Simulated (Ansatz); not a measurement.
## Energy ranking of Si5S structures

All numbers below come from DFT PBE, scalar-relativistic, plane waves, PAW in Ansatz. Settings: cutoff 420 eV, Γ-centred meshes spaced at most about 0.3 Å⁻¹, and about 0.25 Å⁻¹ or finer for metals (2π included), Gaussian smearing. No spin polarisation.

The zero of energy is the elements' standard structures at the same level; no fitted shifts are applied.

Temperature and zero-point effects are left out. Larger cells and other orderings weren't all tried, so the list isn't exhaustive. No dispersion correction is applied, so the spacing and binding between layers, chains or molecules are poorly described (P-6m2 at 15.1 Å³/atom), and this can change margins and order among such cells. The reference form of S is held partly by dispersion forces, which this level lacks.

Invented guesses were relaxed alike, and ends that match in structure were merged. ΔE counts from the first row. Coordination counts Si atoms around S (those within 1.25 times the shortest such distance or 1.15 times the sum of covalent radii; a plus sign parts nearer from farther groups; the shortest distance is added where it is long for a bond). The ends were matched against large subsets of the Crystallography Open Database and the Materials Project, so a missing match doesn't prove that a structure is unreported.

```tsv
#	reached from	type and space group	atoms	Å³/atom	coordination	ΔE (meV/atom)	gap on mesh (eV)	in databases
1	a relaxed cell, shaken at random and relaxed again	Pmma (No. 51)	12	15.8	S 4+1	0	0.00	no match
2	random cell	P6/mmm (No. 191)	6	15.3	S 2+6	85	0.00	no match
3	Mg5Cd type (P-6m2)	P-6m2 (No. 187)	6	16.5	S 6+2 from 2.7 Å	125	0.00	no match
4	Hf5Sc type (P-62m)	P-62m (No. 189)	6	15.0	S 12 from 2.8 Å	305	0.00	no match
5	LaCo5 type (P6/mmm)	P6/mmm (No. 191)	6	16.3	S 6+12 from 2.8 Å	349	0.00	no match
6	CeMg5 type (P-6m2)	P-6m2 (No. 187)	6	15.1	S 6 from 3.1 Å	369	0.00	no match
```

The lowest: Space group Pmma (No. 51), orthorhombic, a = 4.712 Å, b = 4.753 Å, c = 8.463 Å. Si on its first site has 2 S at 2.43 Å, 2 Si at 2.50 Å, 1 Si at 2.73 Å and 3 Si at 3.01–3.03 Å; Si on its second site is surrounded by 4 Si at 2.48–2.50 Å, 1 Si at 2.71 Å, 3 Si at 2.99–3.03 Å and 2 Si at 3.22 Å; around Si on its third site lie 4 Si at 2.51–2.54 Å, 2 Si at 2.71–2.73 Å, 2 Si at 3.01 Å and 2 S at 3.26 Å; Si on its fourth site is surrounded by 5 Si at 2.48–2.52 Å and 1 S at 2.83 Å; around S lie 4 Si at 2.41–2.43 Å, 1 Si at 2.83 Å and 5 Si at 3.11–3.26 Å; 1 more site not described. Its energy over the elements is +0.23 eV/atom. It can't be a ground state, since the elements alone are lower. An observed structure of this formula, if there is one, may be missing.

```cif
data_structure
_symmetry_space_group_name_H-M 'Pmma'
_symmetry_Int_Tables_number 51
_cell_length_a 4.7123
_cell_length_b 4.7528
_cell_length_c 8.4627
_cell_angle_alpha 90.000
_cell_angle_beta 90.000
_cell_angle_gamma 90.000
_cell_volume 189.54
loop_
_atom_site_label
_atom_site_type_symbol
_atom_site_symmetry_multiplicity
_atom_site_Wyckoff_symbol
_atom_site_fract_x
_atom_site_fract_y
_atom_site_fract_z
_atom_site_occupancy
Si1 Si 2 f 0.25000 0.50000 0.27149 1
Si2 Si 2 f 0.75000 0.50000 0.37060 1
Si3 Si 2 f 0.25000 0.50000 0.94929 1
Si4 Si 2 e 0.75000 0.00000 0.45270 1
Si5 Si 2 e 0.25000 0.00000 0.84455 1
S1 S 2 e 0.75000 0.00000 0.78709 1
```

The second: Space group P6/mmm (No. 191), hexagonal, a = 4.654 Å, c = 4.905 Å. Si on a site of symmetry -6m2 has 2 Si at 2.45 Å, 3 Si at 2.69 Å and 3 S at 2.69 Å; around Si on a second site of symmetry -6m2 lie 2 Si at 2.45 Å and 6 Si at 2.69 Å; Si on a site of symmetry 6/mmm is surrounded by 2 S at 2.45 Å and 6 Si at 2.69 Å; S has 2 Si at 2.45 Å and 6 Si at 2.69 Å. Counting Si atoms around S, the first has S 4+1 and the second has S 2+6. The first holds Si–Si bonds in all directions (shortest 2.48 Å); the second holds Si–Si chains (shortest 2.45 Å). Shaken at random and relaxed again, row 4 falls into row 1, 0.30 eV/atom lower, so it is a saddle point or a shallow minimum. Cells without such a test can be saddle points.

```cif
data_structure
_symmetry_space_group_name_H-M 'P6/mmm'
_symmetry_Int_Tables_number 191
_cell_length_a 4.6538
_cell_length_b 4.6538
_cell_length_c 4.9047
_cell_angle_alpha 90.000
_cell_angle_beta 90.000
_cell_angle_gamma 120.000
_cell_volume 91.99
loop_
_atom_site_label
_atom_site_type_symbol
_atom_site_symmetry_multiplicity
_atom_site_Wyckoff_symbol
_atom_site_fract_x
_atom_site_fract_y
_atom_site_fract_z
_atom_site_occupancy
Si1 Si 2 d 0.33333 0.66667 0.50000 1
Si2 Si 2 c 0.33333 0.66667 0.00000 1
Si3 Si 1 a 0.00000 0.00000 0.00000 1
S1 S 1 b 0.00000 0.00000 0.50000 1
```

Some types were kept out of the candidates beforehand, so the set may lack a known form.
